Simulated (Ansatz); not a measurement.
# MoS2 (P-3m1) in Ansatz: notebook, part 2 of 2

Ansatz 0.2.0. The steps go on from the part before.

### Step 5. Band structure, r2SCAN

input.yaml reads:

```yaml
crystal:
  lattice:
    - [3.2274645616, 0.0, 0.0]
    - [-1.6137322808, 2.7950663001, 0.0]
    - [0.0, 0.0, 6.31247342]
  atoms:
    - { symbol: Mo, position: [0.0, 0.0, 0.5] }
    - { symbol: S, position: [0.6666666667, 0.3333333333, 0.74468068] }
    - { symbol: S, position: [0.3333333333, 0.6666666667, 0.25531932] }
hamiltonian:
  xc: r2scan
  pseudopotentials: { kind: paw }
kpoints:
  mp_grid: { grid: [9, 9, 4] }
  band_path:
    path:
      - [[0.0, 0.0, 0.0], [0.5, 0.0, 0.0], [0.3333333333, 0.3333333333, 0.0], [0.0, 0.0, 0.0], [0.0, 0.0, 0.5], [0.5, 0.0, 0.5], [0.3333333333, 0.3333333333, 0.5], [0.0, 0.0, 0.5]]
      - [[0.5, 0.0, 0.5], [0.5, 0.0, 0.0]]
      - [[0.3333333333, 0.3333333333, 0.0], [0.3333333333, 0.3333333333, 0.5]]
    npoints: 14
scf:
  occupations: { method: fermi_dirac, width: 0.05 }
  n_extra_bands: 7
output:
  forces: true
  stress: true
  eigenvalues: true
  fatbands: false
```

Potentials or basis: Ansatz PAW.

Launch:

```sh
$ ansatz run input.yaml --threads 2 --pin off --max-ram 5632MiB --backend cpu --events-out ev --progress --plain --runs-dir out
```

Log:

```text
Warning: RAYON_NUM_THREADS=2 ignored (pool sized by the plan → 2); use --threads N
scf.n_extra_bands = 7 over 13 filled bands (N_el = 26.0): the run solves 20 bands
Engine: ansatz 0.2.0, x86_64-unknown-linux-gnu
Pseudopotentials: kind: paw
Pseudopotential: Mo, paw, valence charge 14, recommended cutoff 500 eV (meta_gga), Mo.paw.azcp
Pseudopotential: S, paw, valence charge 6, recommended cutoff 500 eV (meta_gga), S.paw.azcp
Functional definition: r2SCAN
  parameter k0 = 0.174
  parameter k1 = 0.065
  parameter a1 = 4.9479
  exchange = r2scan_x(k0 = k0, k1 = k1, a1 = a1)
  correlation = r2scan_c
[... 43 lines left out ...]
  E_vpaw       = -154.170074  (= ΣTr[D̂ρ^β])
  E_aug_tail   = 0.000007  (compensation charges beyond the density's cutoff)
  E_vtau       = 25.750550  (kinetic-family band-sum trace: ∫τ·v_τ [+ j·A + Jᵃ·Aᵃ] dr)
  E_ewald      = -1553.281402
  E_core_change = -0.440737  (= ΣΔE_core)
  E_smearing   = -0.008988  (= −TS)
  E_closure    = -0.000000  (closes the sum)
  Σ components = -6781.281405   (vs F -6781.281405, Δ=0.00e0)
--- Forces (eV/Å), atoms counted from 1 ---
  atom   1  Mo     0.00000000     0.00000000     0.00000000
  atom   2  S      0.00000000     0.00000000     0.08082556
  atom   3  S     -0.00000000    -0.00000000    -0.08082556
  max |Σ_I F_I| component: 1.39e-17 eV/Å
--- Stress (GPa, compression-positive) ---
       -0.237487       0.000000      -0.000000
        0.000000      -0.237487      -0.000000
       -0.000000      -0.000000       0.378962
  P = ⅓ Tr σ = -0.0320 GPa (-0.320 kbar)
--- Band table (eV; the first three rows and the last of 43) ---
  k-point 0: bands = ["-53.7812", "-27.0699", "-27.0337", "-27.0337", "-5.5382", "-4.0303", "3.0936", "5.7726", "5.7726", "8.0236", "8.9662", "9.0387", "9.0387", "9.6145", "9.6145", "13.3811", "13.3811", "16.6259", "16.9233", "19.9572"]
  k-point 1: bands = ["-53.7812", "-27.0700", "-27.0337", "-27.0337", "-5.4551", "-4.1705", "3.4449", "5.7776", "5.7776", "7.0375", "9.0357", "9.0357", "9.5794", "9.5794", "9.6275", "13.4619", "13.4619", "16.4864", "17.6637", "20.0205"]
  k-point 2: bands = ["-53.7812", "-27.0700", "-27.0337", "-27.0337", "-5.3526", "-4.3280", "3.9166", "5.7826", "5.7826", "6.2439", "9.0326", "9.0326", "9.5451", "9.5451", "9.9712", "13.5434", "13.5434", "16.5202", "18.4723", "19.7436"]
  k-point 42: bands = ["-53.7428", "-27.2721", "-27.2721", "-26.9891", "-3.3906", "-3.3906", "4.2382", "4.2382", "4.5774", "6.0003", "6.0003", "6.0537", "10.4456", "10.4456", "10.7345", "13.8199", "13.8199", "18.1540", "18.1921", "18.1921"]
```

bands.tsv:

```text
# k_distance	band_0	band_1	band_2	band_3	band_4	band_5	band_6	band_7	band_8	band_9	band_10	band_11	band_12	band_13	band_14	band_15	band_16	band_17	band_18	band_19
# fermi_ev = 10.038049
[... 146 lines left out ...]
7.563473	-63.780887	-37.310159	-37.310159	-37.027148	-13.428437	-13.428437	-5.801107	-5.801107	-5.472405	-4.040077	-4.040077	-3.965798	0.426125	0.426125	0.696106	3.745284	3.745284	7.782756	8.210808	8.210808
7.599021	-63.780887	-37.310159	-37.310159	-37.027142	-13.428574	-13.428574	-5.800142	-5.800142	-5.463615	-4.038367	-4.038367	-3.979646	0.412203	0.412203	0.696378	3.772540	3.772540	7.996391	8.168412	8.168412
7.634570	-63.780887	-37.310159	-37.310159	-37.027147	-13.428621	-13.428621	-5.799816	-5.799816	-5.460602	-4.037787	-4.037787	-3.984373	0.407513	0.407513	0.696470	3.781805	3.781805	8.115930	8.154100	8.154100
```

It took 9.3 s on 2 threads of Intel Xeon at 2.50GHz (Skylake/Cascade Lake), shared host; peak memory 0.5 GiB.

What came out:

* Free energy: -6781.2814 eV
* Pressure: 0.0 GPa
* Largest force: 0.081 eV/Å
* Band gap on the k mesh: none (metal or under the smearing width)

Forces on the atoms (eV/Å):
```
Mo   0.000  0.000  0.000
S    0.000  0.000  0.081
S    0.000  0.000 -0.081
```

Levels at the corners of the path, in eV from the Fermi level:
| point | band 9 | band 10 | band 11 | band 12 | band 13 | band 14 | band 15 | band 16 | band 17 | band 18 |
| --- | --- | --- | --- | --- | --- | --- | --- | --- | --- | --- |
| Γ | -4.27 | -2.01 | -1.07 | -1.00 | -1.00 | -0.42 | -0.42 | 3.34 | 3.34 | 6.59 |
| M | -4.96 | -4.36 | -3.40 | -1.94 | -1.77 | 0.98 | 1.80 | 3.78 | 4.04 | 6.04 |
| K | -5.66 | -4.08 | -4.08 | -3.64 | 0.69 | 0.85 | 0.85 | 3.04 | 3.04 | 6.18 |
| Γ | -4.27 | -2.01 | -1.07 | -1.00 | -1.00 | -0.42 | -0.42 | 3.34 | 3.34 | 6.59 |
| A | -4.26 | -3.79 | -1.01 | -1.01 | -0.49 | -0.49 | -0.07 | 3.51 | 3.51 | 6.48 |
| L | -4.99 | -4.41 | -2.60 | -2.15 | -1.78 | 0.98 | 1.82 | 3.45 | 4.93 | 5.02 |
| H | -5.46 | -4.04 | -4.04 | -3.98 | 0.41 | 0.41 | 0.70 | 3.78 | 3.78 | 8.12 |
| A | -4.26 | -3.79 | -1.01 | -1.01 | -0.49 | -0.49 | -0.07 | 3.51 | 3.51 | 6.48 |
| L | -4.99 | -4.41 | -2.60 | -2.15 | -1.78 | 0.98 | 1.82 | 3.45 | 4.93 | 5.02 |
| M | -4.96 | -4.36 | -3.40 | -1.94 | -1.77 | 0.98 | 1.80 | 3.78 | 4.04 | 6.04 |
| K | -5.66 | -4.08 | -4.08 | -3.64 | 0.69 | 0.85 | 0.85 | 3.04 | 3.04 | 6.18 |
| H | -5.46 | -4.04 | -4.04 | -3.98 | 0.41 | 0.41 | 0.70 | 3.78 | 3.78 | 8.12 |

Caveat: the PAW data sets come from PBE, with cores solved anew for the run's functional, which leaves a small shift of forces and pressure.

### Step 6. Overview

```tsv
level	cutoff (eV)	gap on the mesh (eV)	pressure (GPa)	largest force (eV/Å)
RPBE	420	none	3.6	0.36
revPBE	420	none	2.9	0.33
BLYP	420	none	7.8	0.66
r2SCAN	500	none	0.0	0.08
```

Alike in all rows: task band structure; potentials or basis Ansatz PAW; no spin polarisation; cell as given; k mesh 9 × 9 × 4; smearing fermi-dirac 0.05 eV.

Every run on the cell as given and a fine mesh finds a metal. The pressure there spans 0.0 GPa (r2SCAN) to 7.8 GPa (BLYP); a positive pressure means that this level wants a larger cell, a negative one a smaller.

Caveats: the PAW data sets come from PBE, with cores solved anew for the run's functional, which leaves a small shift of forces and pressure; this functional lacks dispersion, which binds the layers, so the pressure and a relaxed spacing across them are unreliable (some runs).

Absolute energies hang on the potentials; compare differences alone.
